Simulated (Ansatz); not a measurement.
One input, then a changed one: SnSe (rocksalt type)

First run: DFT, PBE, all-electron LAPW, scalar-relativistic (Ansatz 0.2.0).

Command: `ansatz run input.yaml --threads 1 --pin off --max-ram 2048MiB --backend cpu --events-out ev --progress --plain --runs-dir out` It took 31 s on 1 thread of Arm Neoverse V2 (shared host), peak memory 0.51 GiB.

```yaml
crystal:
  lattice:
    - [0.0, 2.611991702, 2.611991702]
    - [2.611991702, 0.0, 2.611991702]
    - [2.611991702, 2.611991702, 0.0]
  atoms:
    - { symbol: Sn, position: [0.0, 0.0, 0.0] }
    - { symbol: Se, position: [0.5, 0.5, 0.5] }
kpoints:
  mp_grid: { grid: [14, 14, 14] }
scf:
  occupations: { method: fermi_dirac, width: 0.1 }
hamiltonian:
  xc: pbe
  pseudopotentials: { kind: all_electron, lapw: { basis_error: 0.001 } }
output:
  forces: true
  stress: true
  eigenvalues: true
  populations: true
```

The cell comes from a relaxation on PAW files under the same functional, begun from a prototype that needn't be the stable phase.

This run: volume at 0.64 of the series' base cell.

It converges in 9 SCF iterations at a pressure of 56.0 GPa.

A second input differs as follows:

```diff
 scf:
-  occupations: { method: fermi_dirac, width: 0.1 }
+  occupations: { method: fermi_dirac, width: 5.0 }
+  max_iter: 75
 hamiltonian:
```

Problem. What is wrong with it, and what does the program do?

Solution. The change was made to test a smearing of electronvolts. The run converges in 9 SCF iterations at a pressure of 129.7 GPa, free energy -16.77 eV/atom against the first run's. Compare each number with the sound run's before taking it for a property of the system. The log ends:
```
--- Band table (eV; the first three rows and the last of 104) ---
  k-point 0: bands = ["-191.2703", "-130.7430", "-130.7430", "-130.7430", "-111.2782", "-67.0506", "-67.0506", "-67.0506", "-30.9685", "-30.9685", "-30.9538", "-30.9538", "-30.9538", "-3.3503", "-3.3503", "-3.2752", "-3.2752", "-3.2752", "1.2084", "15.2476", "15.2476", "15.2476", "15.8752", "24.4674", "24.4674", "24.4674", "25.2337", "25.2337", "25.2337", "26.5906", "27.8833", "27.8833", "32.4395", "43.9492", "43.9492", "43.9492", "45.5877", "45.5877", "45.5877", "47.6624", "47.6624", "47.6624", "48.7379", "48.7379", "54.1974", "54.1974", "54.1974", "54.6575", "57.0762", "57.0762", "57.0762", "58.2576", "61.8097", "61.8097", "63.9240", "63.9240", "63.9240", "64.1118", "64.3785", "64.3785", "64.3785", "66.3537", "66.3537", "66.3537", "67.8264", "67.8264", "67.8264", "68.8813", "68.8813", "68.8813", "69.9505", "69.9505", "73.1149", "73.1149", "73.1149", "73.2493", "78.6648", "78.6648", "78.6648", "80.6351", "80.6351", "80.6351", "84.5334", "85.8650", "91.4567", "91.4567", "96.9972", "96.9972", "96.9972", "97.6956", "97.6956", "97.6956", "98.3499", "102.6172", "102.6172", "104.1117", "104.1117", "104.1117", "105.4356", "105.4356", "105.4356", "106.2421", "106.2421", "106.2421"]
[... lines left out ...]
     1     Se     33.0428
  spilling = 0.017301 (of n_electrons = 84.000000)
```
